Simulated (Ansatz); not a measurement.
# Ruthenium, diamond under BLYP: structure, energy and stiffness, part 1 of 2

What does BLYP give for ruthenium in the diamond structure? We relax it, solve it on a dense k-mesh, then scale the cell to 7 volumes from 88 to 112 % of the relaxed one and try a fit of the equation of state. Spin polarisation is left out. The k-meshes are 10×10×10 for the relaxation; 16×16×16 for the dense run; 11×11×11 for the volumes.

This is Ru in the diamond structure; at room conditions it is hcp.

Method: DFT BLYP, plane waves (420 eV) with PAW, scalar-relativistic; PBE-made PAW files, in Ansatz 0.2.0.

### Step 1. The structure to begin with

It takes space group Fd-3m (No. 227, cubic). The conventional cell has a = 5.270 Å, b = 5.270 Å, c = 5.270 Å, α = 90.00°, β = 90.00°, γ = 90.00°. Ru (site symmetry -43m) has 4 Ru at 2.28 Å as nearest neighbours.

Coordinates:

```
CELL_PARAMETERS angstrom
0.00000 2.63517 2.63517
2.63517 0.00000 2.63517
2.63517 2.63517 0.00000
ATOMIC_POSITIONS crystal
Ru 0.12500 0.12500 0.12500
Ru 0.87500 0.87500 0.87500
```

### Step 2. Relaxing cell and atoms

Input file input.yaml:

```yaml
crystal:
  lattice:
    - [0.0, 2.635171402, 2.635171402]
    - [2.635171402, 0.0, 2.635171402]
    - [2.635171402, 2.635171402, 0.0]
  atoms:
    - { symbol: Ru, position: [0.125, 0.125, 0.125] }
    - { symbol: Ru, position: [0.875, 0.875, 0.875] }
hamiltonian:
  xc: blyp
  pseudopotentials:
    kind: paw
    azcp:
      Ru: "pseudopotentials/Ru.paw.azcp"
basis:
  ecutwfc: 420
  fft_grid_basis: typed
kpoints:
  mp_grid: { grid: [10, 10, 10], shift: [0, 0, 0] }
magnetization:
  spin_polarized: false
scf:
  occupations: { method: fermi_dirac, width: 0.1 }
relax:
  max_steps: 60
  f_tol: 0.01
  cell: {}
output:
  write_density: true
  write_potential: true
  elf: true
  volumetric_format: npy
```

Run with:

```
> ansatz run input.yaml --threads 2 --pin off --max-ram 5120MiB --backend cpu --events-out ev --progress --plain --runs-dir out
```

The program printed, shortened:

```text
Warning: RAYON_NUM_THREADS=2 ignored (pool sized by the plan → 2); use --threads N
[...]
Pseudopotentials: kind: paw
Pseudopotential: Ru, paw, valence charge 16, recommended cutoff 420 eV (normal), <dir>
Functional definition: BLYP
[...]
Crystal: 2 atoms, lattice volume = 36.598 Å³
Basis set: ecut = 420 eV, 725 PW (Γ), exchange–correlation on 50×50×50 points (8 copies of the dense FFT grid, shifted against one another)
Bands: 20, of which v1, the nominal top of the filled ones, is band 16 counted from 1 (15 counted from 0)
Symmetry: 48 space group operations
Space group: Fd-3m (ITA 227), of the structure as read, at distance tolerance 3.3e-5 Å
k-points: 47 of 1000
[...]
SCF iter   1: F=—  HF=-11783.002313 eV  |F-HF|=—  |Δ(HF+E_count)|=         —  Δρ=1.79e-2  dr2=1.30e-1  ethr=1.77e-3  ⟨swp⟩=5.2  Hψ=4228  notcnv=0
[...]
relax step   1: F+E_penalty+E_count = -11782.96951313 eV  Δ(F+E_penalty+E_count) = +0.000e0 eV  max|allowed force component| = 2.313e-17 eV/Å  Δτ_max = 0.0000 Å  P = +30.267 GPa  Ω = 36.598 Å³  (7 SCF iters, dr2 threshold 1.00e-7 eV, accepted)
[...]
relax step   6: F+E_penalty+E_count = -11783.45079980 eV  Δ(F+E_penalty+E_count) = -1.734e-5 eV  max|allowed force component| = 1.434e-16 eV/Å  Δτ_max = 0.0000 Å  P = +0.006 GPa  Ω = 42.466 Å³  energy of the carried Pulay correction = -8.220e-6 eV  (2 SCF iters, dr2 threshold 6.91e-8 eV, accepted)
[...]
relax step   7: F+E_penalty+E_count = -11783.45080993 eV  Δ(F+E_penalty+E_count) = -1.013e-5 eV  max|allowed force component| = 1.480e-16 eV/Å  Δτ_max = 0.0000 Å  P = +0.005 GPa  Ω = 42.466 Å³  stress off target by 4.58e-3 GPa  SCF on the basis re-selected at this cell (its energy is not [...]
SCF converged after 4 iterations
Free energy (F): -11783.450810 eV
[...]
E sigma→0 (E₀):  -11783.418502 eV
Entropy (-TS):   -0.064615 eV (-32.308 meV/atom)
Fermi energy:    13.799175 eV
[...]
--- Forces (eV/Å), atoms counted from 1 ---
  atom   1  Ru    -0.00000000    -0.00000000    -0.00000000
  atom   2  Ru     0.00000000     0.00000000     0.00000000
[...]
--- Stress (GPa, compression-positive) ---
        0.004577      -0.000000      -0.000000
       -0.000000       0.004577       0.000000
       -0.000000      -0.000000       0.004577
  P = ⅓ Tr σ = 0.0046 GPa (0.046 kbar)
--- Band table (eV; the first three rows and the last of 47) ---
  k-point 0: bands = ["-59.0025", "-58.5784", "-29.1885", "-29.1885", "-29.1885", "-28.4189", "-28.4189", "-28.4189", "8.6078", "10.2448", "10.2448", "10.7698", "10.7698", "10.7698", "13.3293", "13.3293", "13.3293", "15.4807", "15.4807", "26.5230"]
[...]
--- Relaxed structure (5 steps of the walk, 5 accepted, 2 SCFs on fresh bases) ---
  F+E_penalty+E_count = -11783.45080993 eV   max|allowed force component| = 1.480e-16 eV/Å   (the final SCF, on the basis selected at the relaxed cell)
  cell:  # Å, volume = 42.4658 Å³
    - [4.052413069547682e-33, 2.7690857249520913, 2.7690857249520913]
    - [2.7690857249520913, -2.9457619528718427e-34, 2.7690857249520913]
    - [2.7690857249520913, 2.7690857249520913, 2.162348506460066e-33]
  atoms:
    - { symbol: Ru, position: [0.125, 0.125, 0.125] }
    - { symbol: Ru, position: [0.875, 0.875, 0.875] }
```

It took 3.5 s on 2 threads of Intel Xeon 6975P-C (Granite Rapids), shared host; peak memory 0.38 GiB.

The walk, from the log:

| step | energy change (meV/atom) | largest force (eV/Å) | pressure (GPa) | volume (Å³/atom) |
| --- | --- | --- | --- | --- |
| 1 | 0.00 | 0.0000 | 30.27 | 18.299 |
| 2 | -239.08 | 0.0000 | 0.71 | 21.108 |
| 3 | -239.28 | 0.0000 | 0.16 | 21.186 |
| 4 | -239.29 | 0.0000 | 0.00 | 21.209 |
| 5 | -240.63 | 0.0000 | 0.17 | 21.209 |
| 6 | -240.64 | 0.0000 | 0.01 | 21.233 |
| 7 | -240.65 | 0.0000 | 0.00 | 21.233 |

Steps that repeat a cell are solved on a basis chosen anew, so their changes of energy are no gain of the relaxation.

The cell of the run, before and after:

|  | before | after | change |
| --- | --- | --- | --- |
| a (Å) | 3.727 | 3.916 | +5.1 % |
| b (Å) | 3.727 | 3.916 | +5.1 % |
| c (Å) | 3.727 | 3.916 | +5.1 % |
| volume (Å³/atom) | 18.299 | 21.233 | +16.0 % |
| shortest distance (Å) | 2.282 | 2.398 | +5.1 % |
| space group (spins left aside) | Fd-3m | Fd-3m | same |

### Step 3. The energy on a finer k-mesh

Input file input.yaml:

```yaml
crystal:
  lattice:
    - [0.0, 2.769085725, 2.769085725]
    - [2.769085725, 0.0, 2.769085725]
    - [2.769085725, 2.769085725, 0.0]
  atoms:
    - { symbol: Ru, position: [0.125, 0.125, 0.125] }
    - { symbol: Ru, position: [0.875, 0.875, 0.875] }
hamiltonian:
  xc: blyp
  pseudopotentials:
    kind: paw
    azcp:
      Ru: "pseudopotentials/Ru.paw.azcp"
basis:
  ecutwfc: 420
  fft_grid_basis: typed
kpoints:
  mp_grid: { grid: [16, 16, 16], shift: [0, 0, 0] }
magnetization:
  spin_polarized: false
scf:
  occupations: { method: fermi_dirac, width: 0.1 }
output:
  write_density: true
  write_potential: true
  elf: true
  volumetric_format: npy
```

Run with:

```
> ansatz run input.yaml --threads 2 --pin off --max-ram 5120MiB --backend cpu --events-out ev --progress --plain --runs-dir out
```

The program printed, shortened:

```text
Warning: RAYON_NUM_THREADS=2 ignored (pool sized by the plan → 2); use --threads N
[...]
Pseudopotentials: kind: paw
Pseudopotential: Ru, paw, valence charge 16, recommended cutoff 420 eV (normal), <dir>
Functional definition: BLYP
[...]
Crystal: 2 atoms, lattice volume = 42.466 Å³
Basis set: ecut = 420 eV, 869 PW (Γ), exchange–correlation on 54×54×54 points (8 copies of the dense FFT grid, shifted against one another)
Bands: 20, of which v1, the nominal top of the filled ones, is band 16 counted from 1 (15 counted from 0)
Symmetry: 48 space group operations
Space group: Fd-3m (ITA 227), of the structure as read, at distance tolerance 3.5e-5 Å
k-points: 145 of 4096
[...]
SCF iter   1: F=—  HF=-11783.482667 eV  |F-HF|=—  |Δ(HF+E_count)|=         —  Δρ=1.71e-2  dr2=1.44e-1  ethr=1.77e-3  ⟨swp⟩=5.3  Hψ=12254  notcnv=0
[...]
SCF iter   7: F=-11783.450160 eV  HF=-11783.450160 eV  |F-HF|=3.92e-8  |Δ(HF+E_count)|=   9.34e-7  Δρ=5.90e-6  dr2=8.61e-9  ethr=3.13e-10  ⟨swp⟩=4.1  Hψ=8521  notcnv=0
[...]
SCF converged after 7 iterations
Free energy (F): -11783.450160 eV
[...]
E sigma→0 (E₀):  -11783.417269 eV
Entropy (-TS):   -0.065782 eV (-32.891 meV/atom)
Fermi energy:    13.798662 eV
[...]
--- Band table (eV; the first three rows and the last of 145) ---
  k-point 0: bands = ["-59.0021", "-58.5779", "-29.1881", "-29.1881", "-29.1881", "-28.4185", "-28.4185", "-28.4185", "8.6079", "10.2451", "10.2451", "10.7700", "10.7700", "10.7700", "13.3296", "13.3296", "13.3296", "15.4810", "15.4810", "26.5226"]
[...]
```

Wall time 1.6 s (2 threads of Intel Xeon 6975P-C (Granite Rapids), shared host); peak memory 0.41 GiB.

The maps below are laid out on this run's own conventional cell (a, b, c = 5.538, 5.538, 5.538 Å).

Density in a lattice plane of the grid's cell (edges 5.54 and 5.54 Å, at 0.125 of the third edge), which holds Ru.

Values in e/Å³, 12 rows by 12 columns:
```
0.27 0.36 0.37 0.27 0.22 0.18 0.14 0.12 0.12 0.14 0.18 0.22
0.14 0.12 0.12 0.14 0.18 0.22 0.27 0.37 0.36 0.27 0.22 0.18
0.08 0.06 0.06 0.08 0.14 0.27 0.75 2.57 2.58 0.74 0.27 0.14
0.06 0.04 0.04 0.06 0.12 0.37 2.57 8.45 8.44 2.58 0.36 0.12
0.06 0.04 0.04 0.06 0.12 0.36 2.58 8.44 8.45 2.57 0.37 0.12
0.08 0.06 0.06 0.08 0.14 0.27 0.74 2.58 2.57 0.75 0.27 0.14
0.14 0.12 0.12 0.14 0.18 0.22 0.27 0.36 0.37 0.27 0.22 0.18
0.27 0.37 0.36 0.27 0.22 0.18 0.14 0.12 0.12 0.14 0.18 0.22
0.75 2.57 2.58 0.74 0.27 0.14 0.08 0.06 0.06 0.08 0.14 0.27
2.57 8.45 8.44 2.58 0.36 0.12 0.06 0.04 0.04 0.06 0.12 0.37
2.58 8.44 8.45 2.57 0.37 0.12 0.06 0.04 0.04 0.06 0.12 0.36
0.74 2.58 2.57 0.75 0.27 0.14 0.08 0.06 0.06 0.08 0.14 0.27
```
Columns run along the first of these edges and rows up along the second, over one cell in 12 and 12 even steps from the bottom left corner. Atoms in the plane (fractional): Ru at (0.12, 0.12), Ru at (0.62, 0.62).

ELF in the same plane.

Values, 12 rows by 12 columns:
```
0.29 0.25 0.25 0.29 0.29 0.24 0.23 0.24 0.24 0.23 0.24 0.29
0.23 0.24 0.24 0.23 0.24 0.29 0.29 0.25 0.25 0.29 0.29 0.24
0.13 0.11 0.11 0.13 0.23 0.29 0.30 0.56 0.56 0.30 0.29 0.23
0.11 0.06 0.06 0.11 0.24 0.25 0.56 0.57 0.57 0.56 0.25 0.24
0.11 0.06 0.06 0.11 0.24 0.25 0.56 0.57 0.57 0.56 0.25 0.24
0.13 0.11 0.11 0.13 0.23 0.29 0.30 0.56 0.56 0.30 0.29 0.23
0.23 0.24 0.24 0.23 0.24 0.29 0.29 0.25 0.25 0.29 0.29 0.24
0.29 0.25 0.25 0.29 0.29 0.24 0.23 0.24 0.24 0.23 0.24 0.29
0.30 0.56 0.56 0.30 0.29 0.23 0.13 0.11 0.11 0.13 0.23 0.29
0.56 0.57 0.57 0.56 0.25 0.24 0.11 0.06 0.06 0.11 0.24 0.25
0.56 0.57 0.57 0.56 0.25 0.24 0.11 0.06 0.06 0.11 0.24 0.25
0.30 0.56 0.56 0.30 0.29 0.23 0.13 0.11 0.11 0.13 0.23 0.29
```
Columns run along the first of these edges and rows up along the second, over one cell in 12 and 12 even steps from the bottom left corner. Atoms in the plane (fractional): Ru at (0.12, 0.12), Ru at (0.62, 0.62).

Both are smooth fields of the valence electrons: close to the nuclei they are not physical.

### Step 4. At 88 % of the relaxed volume

Input file input.yaml:

```yaml
crystal:
  lattice:
    - [0.0, 2.6535704657, 2.6535704657]
    - [2.6535704657, 0.0, 2.6535704657]
    - [2.6535704657, 2.6535704657, 0.0]
  atoms:
    - { symbol: Ru, position: [0.125, 0.125, 0.125] }
    - { symbol: Ru, position: [0.875, 0.875, 0.875] }
hamiltonian:
  xc: blyp
  pseudopotentials:
    kind: paw
    azcp:
      Ru: "pseudopotentials/Ru.paw.azcp"
basis:
  ecutwfc: 420
  fft_grid_basis: typed
kpoints:
  mp_grid: { grid: [11, 11, 11], shift: [0, 0, 0] }
magnetization:
  spin_polarized: false
scf:
  occupations: { method: fermi_dirac, width: 0.1 }
  lower_state_search: "off"
output:
  stress: true
```

Run with:

```
> ansatz run input.yaml --threads 2 --pin off --max-ram 5120MiB --backend cpu --events-out ev --progress --plain --runs-dir out
```

The program printed, shortened:

```text
Warning: RAYON_NUM_THREADS=2 ignored (pool sized by the plan → 2); use --threads N
[...]
Pseudopotentials: kind: paw
Pseudopotential: Ru, paw, valence charge 16, recommended cutoff 420 eV (normal), <dir>
Functional definition: BLYP
[...]
Crystal: 2 atoms, lattice volume = 37.370 Å³
Basis set: ecut = 420 eV, 725 PW (Γ), exchange–correlation on 54×54×54 points (8 copies of the dense FFT grid, shifted against one another)
Bands: 20, of which v1, the nominal top of the filled ones, is band 16 counted from 1 (15 counted from 0)
Symmetry: 48 space group operations
Space group: Fd-3m (ITA 227), of the structure as read, at distance tolerance 3.3e-5 Å
k-points: 56 of 1331
[...]
SCF iter   1: F=—  HF=-11783.134157 eV  |F-HF|=—  |Δ(HF+E_count)|=         —  Δρ=1.81e-2  dr2=1.37e-1  ethr=1.77e-3  ⟨swp⟩=5.1  Hψ=4995  notcnv=0
[...]
SCF iter   7: F=-11783.100523 eV  HF=-11783.100523 eV  |F-HF|=1.82e-8  |Δ(HF+E_count)|=   5.57e-7  Δρ=5.15e-6  dr2=5.01e-9  ethr=3.13e-10  ⟨swp⟩=4.3  Hψ=3683  notcnv=0
[...]
SCF converged after 7 iterations
Free energy (F): -11783.100523 eV
[...]
E sigma→0 (E₀):  -11783.072107 eV
Entropy (-TS):   -0.056832 eV (-28.416 meV/atom)
Fermi energy:    16.382348 eV
[...]
--- Stress (GPa, compression-positive) ---
       24.800506      -0.000000       0.000000
       -0.000000      24.800506       0.000000
        0.000000       0.000000      24.800506
  P = ⅓ Tr σ = 24.8005 GPa (248.005 kbar)
```

Run time: 0.6 s. Hardware: 2 threads of Intel Xeon 6975P-C (Granite Rapids), shared host; peak memory 0.35 GiB.

### Step 5. At 92 % of the relaxed volume

Changes to input.yaml since step 4:

```diff
@@ -2,5 +2,5 @@
   lattice:
-    - [0.0, 2.6535704657, 2.6535704657]
-    - [2.6535704657, 0.0, 2.6535704657]
-    - [2.6535704657, 2.6535704657, 0.0]
+    - [0.0, 2.6931818349, 2.6931818349]
+    - [2.6931818349, 0.0, 2.6931818349]
+    - [2.6931818349, 2.6931818349, 0.0]
   atoms:
```

Run with:

```
> ansatz run input.yaml --threads 2 --pin off --max-ram 5120MiB --backend cpu --events-out ev --progress --plain --runs-dir out
```

The program printed, shortened:

```text
Warning: RAYON_NUM_THREADS=2 ignored (pool sized by the plan → 2); use --threads N
[...]
Pseudopotentials: kind: paw
Pseudopotential: Ru, paw, valence charge 16, recommended cutoff 420 eV (normal), <dir>
Functional definition: BLYP
[...]
Crystal: 2 atoms, lattice volume = 39.069 Å³
Basis set: ecut = 420 eV, 749 PW (Γ), exchange–correlation on 54×54×54 points (8 copies of the dense FFT grid, shifted against one another)
Bands: 20, of which v1, the nominal top of the filled ones, is band 16 counted from 1 (15 counted from 0)
Symmetry: 48 space group operations
Space group: Fd-3m (ITA 227), of the structure as read, at distance tolerance 3.4e-5 Å
k-points: 56 of 1331
[...]
SCF iter   1: F=—  HF=-11783.342044 eV  |F-HF|=—  |Δ(HF+E_count)|=         —  Δρ=1.82e-2  dr2=1.46e-1  ethr=1.77e-3  ⟨swp⟩=5.3  Hψ=4933  notcnv=0
[...]
SCF iter   7: F=-11783.307155 eV  HF=-11783.307155 eV  |F-HF|=2.37e-8  |Δ(HF+E_count)|=   6.50e-7  Δρ=5.45e-6  dr2=5.96e-9  ethr=3.13e-10  ⟨swp⟩=4.3  Hψ=3915  notcnv=0
[...]
SCF converged after 7 iterations
Free energy (F): -11783.307155 eV
[...]
E sigma→0 (E₀):  -11783.277260 eV
Entropy (-TS):   -0.059788 eV (-29.894 meV/atom)
Fermi energy:    15.446311 eV
[...]
--- Stress (GPa, compression-positive) ---
       14.576700       0.000000       0.000000
       -0.000000      14.576700      -0.000000
        0.000000       0.000000      14.576700
  P = ⅓ Tr σ = 14.5767 GPa (145.767 kbar)
```

It took 0.63 s on 2 threads of Intel Xeon 6975P-C (Granite Rapids), shared host; peak memory 0.35 GiB.

(Continued in part 2 of 2.)
